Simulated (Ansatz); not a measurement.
A 3-atom cell of CaF2 started from a crystallographic database (r2SCAN geometry), in Ansatz:

```xyz
3
Lattice="0.0000 2.7196 2.7196 2.7196 0.0000 2.7196 2.7196 2.7196 0.0000" Properties=species:S:1:pos:R:3 pbc="T T T"
Ca    0.0000    0.0000    0.0000
F     1.3598    1.3598    1.3598
F     4.0794    4.0794    4.0794
```

G0W0@PBE with 151 empty bands, a screening cutoff of 140 eV and a 4×4×4 mesh (PAW, contour deformation) gives 10.471 eV over the mesh points, from a PBE gap of 7.376 eV; it sums over 163 bands with 169 plane waves in the screening and a wave cutoff of 420 eV. G0W0 here is at a finite number of bands, screening cutoff and k mesh, not at the basis limit. The values are computed, spin-unpolarised, and not measurements.

Q: Estimate the gap with starting point HSE06.

A: 11.437 eV (+0.966 eV), from a Kohn-Sham gap of 9.450 eV.

Q: Estimate the gap with starting point r2SCAN.

A: 10.816 eV (+0.345 eV), from a Kohn-Sham gap of 8.032 eV.
